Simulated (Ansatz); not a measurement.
# Formation energy of CdI2-type CrO₂

Level of theory: DFT, PBE, scalar-relativistic, collinear spin; plane waves to 420 eV with PAW datasets (Ansatz 0.2.0), 14×14×6 k-mesh, Gaussian smearing of 0.05 eV. The datasets are Ansatz's generated set soft_2.

The start was a prototype's sites filled with these elements. The Crystallography Open Database lists the compound in space group P42/mnm, so this is a trial structure.

The structure is trigonal, space group P-3m1 (No. 164). Conventional cell: a = 2.893 Å, b = 2.893 Å, c = 5.365 Å, α = 90.00°, β = 90.00°, γ = 120.00°. Cr (site symmetry -3m) has 6 O at 1.92 Å as nearest neighbours. O (site symmetry 3m) is surrounded by 3 Cr at 1.92 Å. (Shells end 15 % past the nearest neighbour.)

The elements were computed in their standard states (gases as isolated molecules) with the same datasets, cutoff and functional. The compound's run is ferromagnetic, with site spin moments Cr 1.74; O -0.05 μB. Total energies depend on the potentials used, so only differences within one code and one set of settings carry meaning.

Energy of the relaxed cell (3 atoms, smearing extrapolated to zero): -4512.925 eV. Elements, in eV/atom: Cr -3377.749, O -564.968.

Question: What is the formation energy?

Answer: [-4512.925 − (1 × -3377.749 + 2 × -564.968)] / 3 = -1.75 eV/atom, or -169 kJ per mole of atoms.

The value is for 0 K, without zero-point energy and without any correction for the binding of gas molecules. Uncorrected semilocal values for oxides, chalcogenides and halides often miss by tenths of an eV an atom. A negative value shows stability against the elements alone, not against other compounds or structures.

Site moments are of spin, integrated over atomic spheres. The structure is built of weakly bound layers, and this functional has no dispersion term, so their spacing and all that hangs on it (volume, the soft elastic constants, low modes, dielectric constants) are poorly given.
